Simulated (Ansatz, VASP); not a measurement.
Os in VASP and in Ansatz

INCAR

```
SYSTEM = Os
ALGO = Normal
EDIFF = 1E-6
ENCUT = 520
GGA = PE
ISIF = 2
ISMEAR = -1
LASPH = .TRUE.
LCHARG = .FALSE.
LREAL = .FALSE.
LWAVE = .FALSE.
NBANDS = 10
NELM = 80
PREC = Accurate
SIGMA = 0.1
```

Contents of KPOINTS:

```
k-points
0
G
  16 16 16
  0 0 0
```

The input POSCAR:

```
Os
1.0
    0.0000000000      1.9287076913      1.9287076913
    1.9287076913      0.0000000000      1.9287076913
    1.9287076913      1.9287076913      0.0000000000
Os
1
Direct
    0.0000000000      0.0000000000      0.0000000000
```

Input for Ansatz:

```yaml
crystal:
  lattice:
    - [0.0, 1.9287076913, 1.9287076913]
    - [1.9287076913, 0.0, 1.9287076913]
    - [1.9287076913, 1.9287076913, 0.0]
  atoms:
    - { symbol: Os, position: [0.0, 0.0, 0.0] }
hamiltonian:
  xc: pbe
  pseudopotentials:
    kind: paw
    azcp:
      Os: "pseudopotentials/Os.paw.azcp"
basis:
  ecutwfc: 420
  fft_grid_basis: typed
kpoints:
  mp_grid: { grid: [16, 16, 16], shift: [0, 0, 0] }
magnetization:
  spin_polarized: false
scf:
  occupations: { method: fermi_dirac, width: 0.1 }
  lower_state_search: "off"
output:
  stress: true
  write_density: true
  write_potential: true
  elf: true
  volumetric_format: npy
```

Alike in both runs: task single point; functional PBE; k mesh 16 × 16 × 16; occupations fermi-dirac, width 0.1 eV; no spin polarisation.

|  | VASP | Ansatz |
| --- | --- | --- |
| version | VASP 6.6.1 | Ansatz 0.2.0 |
| potentials or method | VASP PAW PBE potentials, release 64 (Os) | plane waves (420 eV) with PAW, scalar-relativistic |
| plane-wave cutoff (eV) | 520 | 420 |
| valence electrons in the cell | 8 | 16 |

VASP gave:

```
pressure (GPa) : -0.3
```

Estimate Ansatz's values.

pressure (GPa): -0.2.

The functional is the same, so the differences come from potentials, cutoffs and numerics. The two sets of potentials don't hold the same shells in valence.

The runs have no spin-orbit coupling, so splittings on Os are missing.
